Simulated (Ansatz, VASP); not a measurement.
# One calculation of Ge, two programs

```
Ge
1.0
    -1.79813    1.80511    3.28782
     1.79813   -1.80511    3.28782
     1.79813    1.80511   -3.28782
Ge
2
Direct
  0.30834 0.80834 0.50000
  0.69166 0.19166 0.50000
```

Alike in both runs: functional PBE; k mesh 22 × 22 × 22; occupations gaussian, width 0.1 eV; no spin polarisation.

Ansatz relaxed the structure, and its values are those at the end. VASP's run is a single point on that final structure, the one shown.

```csv
,VASP,Ansatz
version,VASP 6.6.1,Ansatz 0.2.0
potentials or method,"VASP PAW PBE potentials, release 64 (Ge_d)","scalar-relativistic, plane waves, PAW"
plane-wave cutoff (eV),520,420
valence electrons in the cell,28,28
```

```csv
,VASP,Ansatz,Ansatz less VASP
gap on the k mesh at the Fermi level (eV),none,none,-
pressure (GPa),0.0,0.0,-0.03
```

A gap of «none» marks a metal or a gap that the smearing closes.
